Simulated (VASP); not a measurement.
# CdTe in VASP: one cell, several levels of theory, part 2 of 2

VASP 6.6.1, plane waves, PAW. Earlier steps stand in the parts before.

## Step 3: r2SCAN at this geometry

Input file INCAR:

```
ENCUT = 520.000000
SIGMA = 0.010000
EDIFF = 1.00e-07
ALGO = Normal
METAGGA = R2SCAN
PREC = Accurate
IBRION = -1
ISIF = 2
ISMEAR = 0
NBANDS = 16
NELM = 120
NSW = 0
LASPH = .TRUE.
LCHARG = .FALSE.
LWAVE = .FALSE.
LREAL = .FALSE.
```

Input file KPOINTS:

```
KPOINTS created by Atomic Simulation Environment
0
Gamma
6 6 6
0 0 0
```

Input file KPOINTS_OPT:

```
special points
6
Reciprocal
0.0000000000 0.0000000000 0.0000000000 1
-0.5000000000 -0.5000000000 0.0000000000 1
-0.3750000000 -0.3750000000 0.2500000000 1
-0.3750000000 0.0000000000 0.3750000000 1
0.0000000000 0.0000000000 0.5000000000 1
-0.5000000000 -0.2500000000 0.2500000000 1
```

Input file POSCAR:

```
Cd Te
 1.0000000000000000
    -0.0000000000000000    3.2799551161722134    3.2799551161722134
     3.2799551161722134    0.0000000000000000    3.2799551161722134
     3.2799551161722134    3.2799551161722134    0.0000000000000000
 Cd  Te
   1   1
Cartesian
  0.0000000000000000  0.0000000000000000 -0.0000000000000000
  1.6399775580861065  1.6399775580861065  1.6399775580861065
```

On the command line:

```console
$ mpirun -np 1 vasp_std
```

Printed to the terminal (iteration lines stand in OSZICAR):

```text
POSCAR found type information on POSCAR CdTe
 POSCAR found :  2 types and       2 ions
 -----------------------------------------------------------------------------
|                                                                             |
|                                                                             |
|     You enforced a specific xc type in the INCAR file but a different       |
|     I HOPE YOU KNOW WHAT YOU ARE DOING!                                     |
|                                                                             |
 -----------------------------------------------------------------------------

 LDA part: xc-table for (None), standard interpolation
 POSCAR, INCAR and KPOINTS ok, starting setup
 FFT: planning ... GRIDC
 FFT: planning ... GRID_SOFT
 FFT: planning ... GRID
 WAVECAR not read
 entering main loop
 Start KPOINTS_OPT (optional k-point list driver)
k-point batch [1-6\6]
```

OSZICAR:

```text
N       E                     dE             d eps       ncg     rms          rms(c)
DAV:   1     0.524182240867E+02    0.52418E+02   -0.84892E+03   528   0.993E+02
DAV:   2    -0.477766180196E+02   -0.10019E+03   -0.95303E+02   592   0.237E+02
DAV:   3    -0.511953858688E+02   -0.34188E+01   -0.34142E+01   632   0.459E+01
DAV:   4    -0.512207824668E+02   -0.25397E-01   -0.25396E-01   752   0.358E+00
DAV:   5    -0.512209024406E+02   -0.11997E-03   -0.11997E-03   664   0.190E-01    0.510E+00
DAV:   6    -0.466569418325E+02    0.45640E+01   -0.28870E+00   528   0.209E+01    0.660E+00
DAV:   7    -0.466269571335E+02    0.29985E-01   -0.11366E-01   624   0.356E+00    0.438E+00
DAV:   8    -0.466380919437E+02   -0.11135E-01   -0.81025E-02   592   0.293E+00    0.899E-01
DAV:   9    -0.466416327651E+02   -0.35408E-02   -0.70030E-03   672   0.645E-01    0.348E-01
DAV:  10    -0.466413891050E+02    0.24366E-03   -0.19885E-03   584   0.474E-01    0.626E-02
DAV:  11    -0.466413844970E+02    0.46080E-05   -0.10259E-04   696   0.132E-01    0.431E-02
DAV:  12    -0.466413990542E+02   -0.14557E-04   -0.61811E-05   592   0.970E-02    0.246E-02
DAV:  13    -0.466413940614E+02    0.49928E-05   -0.14956E-05   624   0.486E-02    0.758E-03
DAV:  14    -0.466413942981E+02   -0.23668E-06   -0.35861E-07   624   0.493E-03    0.562E-03
DAV:  15    -0.466413940151E+02    0.28297E-06   -0.12133E-07   440   0.459E-03    0.287E-03
DAV:  16    -0.466413940863E+02   -0.71213E-07   -0.68696E-08   392   0.285E-03
   1 F= -.46641394E+02 E0= -.46641394E+02  d E =-.396988E-35
       N       E                     dE             ncg
DAV:   1     0.485814493966E+03   -0.25509E+04      192
DAV:   2    -0.179107740315E+03   -0.66492E+03      248
DAV:   3    -0.203775436979E+03   -0.24668E+02      224
DAV:   4    -0.203966244043E+03   -0.19081E+00      328
DAV:   5    -0.203966574985E+03   -0.33094E-03      232
DAV:   6    -0.203966582021E+03   -0.70359E-05      288
DAV:   7    -0.203966582275E+03   -0.25353E-06      216
DAV:   8    -0.203966582285E+03   -0.10850E-07      240
```

Parts of OUTCAR:

```text
k-points           NKPTS =     16   k-points in BZ     NKDIM =     16   number of bands    NBANDS=     16

   NELECT =      18.0000    total number of electrons

   dimension x,y,z NGX =    36 NGY =   36 NGZ =   36
   dimension x,y,z NGXF=    72 NGYF=   72 NGZF=   72

  energy-cutoff  :      520.00
  volume of cell :       70.57
      direct lattice vectors                 reciprocal lattice vectors
     0.000000000  3.279955116  3.279955116    -0.152441110  0.152441110  0.152441110
     3.279955116  0.000000000  3.279955116     0.152441110 -0.152441110  0.152441110
     3.279955116  3.279955116  0.000000000     0.152441110  0.152441110 -0.152441110

 k-points in reciprocal lattice and weights: KPOINTS created by Atomic Simulation Env
   0.00000000  0.00000000  0.00000000       0.005
   0.16666667  0.00000000  0.00000000       0.037
   0.33333333  0.00000000  0.00000000       0.037
   0.50000000  0.00000000  0.00000000       0.019
   0.16666667  0.16666667  0.00000000       0.028
   0.33333333  0.16666667  0.00000000       0.111
   0.50000000  0.16666667  0.00000000       0.111
  -0.33333333  0.16666667  0.00000000       0.111
[... 8 more k-points ...]

 E-fermi :   1.8624

 k-point     1 :       0.0000    0.0000    0.0000
  band No.  band energies     occupation
      1      -9.5399      2.00000
      2      -6.6692      2.00000
      3      -6.6692      2.00000
      4      -6.6692      2.00000
      5      -6.4127      2.00000
      6      -6.4127      2.00000
      7       1.7776      2.00000
      8       1.7776      2.00000
      9       1.7776      2.00000
     10       2.9307      0.00000
     11       6.8310      0.00000
     12       6.8310      0.00000
     13       6.8310      0.00000
     14       9.6406      0.00000
     15      11.5436      0.00000
     16      11.5436      0.00000

 k-point     2 :       0.1667    0.0000    0.0000
  band No.  band energies     occupation
      1      -9.4451      2.00000
      2      -6.6513      2.00000
      3      -6.6513      2.00000
      4      -6.5822      2.00000
      5      -6.4136      2.00000
      6      -6.4136      2.00000
      7       0.1436      2.00000
      8       1.5637      2.00000
      9       1.5637      2.00000
     10       3.9682      0.00000
     11       6.8871      0.00000
     12       7.1609      0.00000
     13       7.1609      0.00000
     14      10.6564      0.00000
     15      10.6764      0.00000
     16      10.6764      0.00000

 k-point     3 :       0.3333    0.0000    0.0000
  band No.  band energies     occupation
      1      -9.2569      2.00000
      2      -6.6201      2.00000
      3      -6.6201      2.00000
      4      -6.4098      2.00000
      5      -6.4098      2.00000
      6      -6.3032      2.00000
      7      -1.6863      2.00000
      8       1.1998      2.00000
      9       1.1998      2.00000
     10       4.0768      0.00000
     11       7.4243      0.00000
     12       7.4243      0.00000
     13       8.3648      0.00000
     14      10.2754      0.00000
     15      11.1055      0.00000
     16      11.1055      0.00000

 k-point     4 :       0.5000    0.0000    0.0000
  band No.  band energies     occupation
      1      -9.1653      2.00000
      2      -6.6075      2.00000
      3      -6.6075      2.00000
      4      -6.4044      2.00000
      5      -6.4044      2.00000
      6      -6.0669      2.00000
      7      -2.5105      2.00000
      8       1.0401      2.00000
      9       1.0401      2.00000
     10       3.9680      0.00000
     11       7.3767      0.00000
     12       7.3767      0.00000
     13       9.1555      0.00000
     14      10.8652      0.00000
     15      12.5764      0.00000
     16      12.5764      0.00000

 k-point     5 :       0.1667    0.1667    0.0000
  band No.  band energies     occupation
      1      -9.4139      2.00000
      2      -6.6332      2.00000
      3      -6.6332      2.00000
      4      -6.5805      2.00000
      5      -6.4194      2.00000
      6      -6.4054      2.00000
      7       0.1445      2.00000
      8       1.2080      2.00000
      9       1.2080      2.00000
     10       4.5542      0.00000
     11       5.9129      0.00000
     12       7.7623      0.00000
     13       7.7623      0.00000
     14       9.3683      0.00000
     15      11.4047      0.00000
     16      11.7948      0.00000

 k-point     6 :       0.3333    0.1667    0.0000
  band No.  band energies     occupation
      1      -9.2581      2.00000
      2      -6.6082      2.00000
      3      -6.5983      2.00000
      4      -6.4564      2.00000
      5      -6.3999      2.00000
      6      -6.3303      2.00000
      7      -1.2367      2.00000
      8       0.7192      2.00000
      9       0.8148      2.00000
     10       4.9605      0.00000
     11       6.2119      0.00000
     12       7.8938      0.00000
     13       8.3215      0.00000
     14      10.0967      0.00000
     15      11.9819      0.00000
     16      11.9959      0.00000

 k-point     7 :       0.5000    0.1667    0.0000
  band No.  band energies     occupation
      1      -9.1375      2.00000
      2      -6.5928      2.00000
      3      -6.5830      2.00000
      4      -6.4268      2.00000
      5      -6.4014      2.00000
      6      -6.0416      2.00000
      7      -2.3023      2.00000
      8       0.2117      2.00000
      9       0.7333      2.00000
     10       4.8893      0.00000
     11       6.8458      0.00000
     12       8.1290      0.00000
     13       8.7368      0.00000
     14      11.0333      0.00000
     15      12.2803      0.00000
     16      12.6503      0.00000

 k-point     8 :      -0.3333    0.1667    0.0000
  band No.  band energies     occupation
      1      -9.1671      2.00000
      2      -6.5968      2.00000
      3      -6.5939      2.00000
      4      -6.4153      2.00000
      5      -6.4141      2.00000
      6      -6.1204      2.00000
      7      -2.0445      2.00000
      8       0.0799      2.00000
      9       1.0184      2.00000
     10       4.9503      0.00000
     11       7.0988      0.00000
     12       7.8336      0.00000
     13       8.4842      0.00000
     14      10.6911      0.00000
     15      11.4391      0.00000
     16      12.6111      0.00000

 k-point     9 :      -0.1667    0.1667    0.0000
  band No.  band energies     occupation
      1      -9.3197      2.00000
      2      -6.6311      2.00000
      3      -6.6162      2.00000
      4      -6.4533      2.00000
      5      -6.4210      2.00000
      6      -6.3882      2.00000
      7      -0.8310      2.00000
      8       0.5968      2.00000
      9       1.4476      2.00000
     10       4.7771      0.00000
     11       6.8604      0.00000
     12       7.3906      0.00000
     13       7.6616      0.00000
     14       9.9160      0.00000
     15      11.2260      0.00000
     16      12.0068      0.00000

 k-point    10 :       0.3333    0.3333    0.0000
  band No.  band energies     occupation
      1      -9.1680      2.00000
      2      -6.5557      2.00000
      3      -6.5557      2.00000
      4      -6.4923      2.00000
      5      -6.3908      2.00000
      6      -6.2127      2.00000
      7      -1.5858      2.00000
      8       0.3465      2.00000
      9       0.3465      2.00000
     10       4.8530      0.00000
     11       5.2724      0.00000
     12       9.5305      0.00000
     13       9.7314      0.00000
     14       9.7314      0.00000
     15      12.4845      0.00000
     16      14.1685      0.00000

 k-point    11 :       0.5000    0.3333    0.0000
  band No.  band energies     occupation
      1      -9.0808      2.00000
      2      -6.5504      2.00000
      3      -6.5355      2.00000
      4      -6.4723      2.00000
      5      -6.3917      2.00000
      6      -5.9741      2.00000
      7      -2.1929      2.00000
      8      -0.2896      2.00000
      9       0.2160      2.00000
     10       4.9404      0.00000
     11       5.8085      0.00000
     12       9.1845      0.00000
     13       9.9177      0.00000
     14      11.3363      0.00000
     15      12.9201      0.00000
     16      13.7020      0.00000

 k-point    12 :      -0.3333    0.3333    0.0000
  band No.  band energies     occupation
      1      -9.0812      2.00000
      2      -6.5684      2.00000
      3      -6.5537      2.00000
      4      -6.4372      2.00000
      5      -6.4074      2.00000
      6      -5.9199      2.00000
      7      -2.2188      2.00000
      8      -0.7352      2.00000
      9       0.5146      2.00000
     10       5.1712      0.00000
     11       7.1914      0.00000
     12       9.0510      0.00000
     13       9.1556      0.00000
     14       9.7590      0.00000
     15      11.2190      0.00000
     16      14.4524      0.00000

[... the tables of k-points 13 to 16 left out ...]

  Total        0.0307862      0.0307862      0.0307862     -0.0000000      0.0000000     -0.0000000
  in kB        0.6989283      0.6989283      0.6989283     -0.0000000      0.0000000     -0.0000000
  external PRESSURE =       0.6989283 kB  Pullay stress =       0.0000000 kB

 POSITION                                       TOTAL-FORCE (eV/Angst)
 -----------------------------------------------------------------------------------
      0.00000      0.00000      0.00000         0.000000      0.000000      0.000000
      1.63998      1.63998      1.63998        -0.000000     -0.000000     -0.000000
 -----------------------------------------------------------------------------------
    total drift:                               -0.000001     -0.000001     -0.000001

  FREE ENERGIE OF THE ION-ELECTRON SYSTEM (eV)
  ---------------------------------------------------
  free  energy   TOTEN  =       -46.6413940863 eV

  energy  without entropy=      -46.6413940863  energy(sigma->0) =      -46.64139409
```

Hardware: 1 MPI rank of Intel Xeon Platinum 8488C, shared host.

The levels at the points of KPOINTS_OPT are read from vasprun.xml.

Near the gap, in eV above the top of the last filled band v; c is the band after it:

```tsv
point	v−1	v	c	c+1
Γ	0.00	0.00	1.15	5.05
X	-1.79	-1.79	2.95	2.99
U	-2.46	-1.48	3.24	4.82
K	-2.46	-1.48	3.24	4.82
L	-0.74	-0.74	2.19	5.60
W	-2.24	-2.09	4.54	4.95
```

The r2SCAN gap is 1.15 eV, direct at Γ. Pressure: 0.07 GPa; the forces vanish within 0.01 eV/Å.

## Step 4: Results

What follows sums up all 2 parts.

| level | gap (eV) | pressure (GPa) | Ansatz: gap (eV) | Ansatz: pressure (GPa) |
| --- | --- | --- | --- | --- |
| PBE | 0.66 | 1.12 | 0.66 | 1.01 |
| r2SCAN | 1.15 | 0.07 | 1.16 | -0.03 |

In words: The gap spans 0.66 eV (PBE) to 1.15 eV (r2SCAN). Spin-orbit coupling is left out, though the cell holds Te (Z = 52); in an element this heavy it can shift bands and gaps by tenths of an eV. A measured gap is 1.607 eV (0 K; a printed reference work, data compilation). The misses are: PBE -0.95, r2SCAN -0.45 eV; r2SCAN comes nearest. Levels not so marked lack spin-orbit coupling, so their miss is not the functional's alone. The calculation is for fixed nuclei; the measurement holds lattice motion too. The pressure is highest with PBE (1.1 GPa) and lowest with r2SCAN (0.1 GPa), which orders the cells that they would relax to. The two programs agree on the gap within 0.02 eV, far less than the spread between functionals. The two codes have different PAW datasets and cutoffs. VASP's cell holds 18 valence electrons and Ansatz's 36.
